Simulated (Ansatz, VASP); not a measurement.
BN in VASP and in Ansatz

Contents of INCAR:

```
PREC = Accurate
ENCUT = 520
EDIFF = 1E-6
ISMEAR = -1
SIGMA = 0.02
LREAL = F
LASPH = T
NELM = 80
ALGO = Normal
ISIF = 2
LWAVE = F
LCHARG = T
GGA = PE
LELF = T
LVHAR = T
NBANDS = 16
```

File KPOINTS:

```
Automatic mesh
0
Gamma
  12 12 4
```

Contents of POSCAR:

```
BN
1.0
    2.5005826953      0.0000000000      0.0000000000
   -1.2502913476      2.1655681384      0.0000000000
    0.0000000000      0.0000000000      6.5236379111
B N
2 2
Direct
    0.3333333333      0.6666666667      0.2500000000
    0.6666666667      0.3333333333      0.7500000000
    0.3333333333      0.6666666667      0.7500000000
    0.6666666667      0.3333333333      0.2500000000
```

Input for Ansatz:

```yaml
crystal:
  lattice:
    - [2.5005826953, 0.0, 0.0]
    - [-1.2502913476, 2.1655681384, 0.0]
    - [0.0, 0.0, 6.5236379111]
  atoms:
    - { symbol: B, position: [0.3333333333, 0.6666666667, 0.25] }
    - { symbol: B, position: [0.6666666667, 0.3333333333, 0.75] }
    - { symbol: "N", position: [0.3333333333, 0.6666666667, 0.75] }
    - { symbol: "N", position: [0.6666666667, 0.3333333333, 0.25] }
kpoints:
  mp_grid: { grid: [12, 12, 4] }
  band_path:
    path:
      - [0.0, 0.0, 0.0]
      - [0.5, 0.0, 0.0]
      - [0.3333333333, 0.3333333333, 0.0]
      - [0.0, 0.0, 0.5]
      - [0.5, 0.0, 0.5]
      - [0.3333333333, 0.3333333333, 0.5]
      - [0.302083, 0.302083, 0.0]
      - [0.0, 0.5, 0.0]
    npoints: 1
hamiltonian:
  xc: pbe
scf:
  occupations: { method: fermi_dirac, width: 0.02 }
  n_extra_bands: 5
output:
  forces: true
  stress: true
  eigenvalues: true
```

Alike in both runs: task single point; functional PBE; k mesh 12 × 12 × 4; occupations fermi-dirac, width 0.02 eV; no spin polarisation.

|  | VASP | Ansatz |
| --- | --- | --- |
| version | VASP 6.6.1 | Ansatz 0.2.0 |
| potentials or method | VASP PAW PBE potentials, release 64 (B, N) | plane waves, PAW |
| plane-wave cutoff (eV) | 520 | 420 |
| valence electrons in the cell | 16 | 16 |

```tsv
	VASP	Ansatz	Ansatz less VASP
gap on the k mesh at the Fermi level (eV)	4.25	4.25	+0.007
pressure (GPa)	4.7	4.7	-0.08
largest component of the traceless stress (GPa)	1.26	1.05	-0.206
```

The functional is the same, so the differences come from potentials, cutoffs and numerics.

Caveats: this functional lacks dispersion, which binds the layers, so the pressure and a relaxed spacing across them are unreliable. A k mesh can miss the band edges.
